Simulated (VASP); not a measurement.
Wanted: the native input for a VASP 6.6.1 run.

* Task: relaxation of the atoms
* Functional: LDA
* Potentials or basis: VASP PAW LDA potentials, release 64 (Si, C)
* Cutoff: 600 eV
* k mesh: 12 × 12 × 12
* Occupations: gaussian, width 0.03 eV
* Spin: no spin polarisation
* Further INCAR settings: ALGO = Normal; EDIFF = 1e-07; IBRION = 2; EDIFFG = -0.01; NSW = 40

The structure of SiC lies in POSCAR:

```
SiC                                     
1.0
    0.0000000000      1.9931448357      1.9931448357
    1.9931448357     -0.0000000000      1.9931448357
    1.9931448357      1.9931448357      0.0000000000
  Si              C             
     1     1
Direct
     0.0000000000000000    0.0000000000000000    0.0000000000000000
     0.5000000000000000    0.5000000000000000    0.5000000000000000
```

The cell was built by a generator and needn't be a form met in nature.

The cell isn't the ideal one: a relaxed cell with its volume scaled by 0.98.

These files were run (other wordings do the same):

INCAR

```
PREC = Accurate
ENCUT = 600
EDIFF = 1E-7
ISMEAR = 0
SIGMA = 0.03
LREAL = False
LASPH = True
NELM = 80
ALGO = Normal
ISIF = 2
LWAVE = False
LCHARG = False
IBRION = 2
NSW = 40
EDIFFG = -0.01
```

KPOINTS

```
regular mesh
0
Gamma
  12 12 12
```

Potentials or basis: VASP PAW LDA potentials, release 64 (Si, C).

Run with:

```console
$ cat potpaw_LDA.64/Si/POTCAR potpaw_LDA.64/C/POTCAR > POTCAR
$ mpirun -np 1 vasp_std > vasp.out
```

Results of the run:

The pressure after relaxing is 4.5 GPa and the band gap on the k mesh is none (metal or under the smearing width).

Caveat: the relaxation stopped at its first step, so nothing moved.

Wall time 3.3 s on 1 thread of Intel(R) Xeon(R) 6975P-C (Granite Rapids) (shared host), peak memory 0.12 GiB.
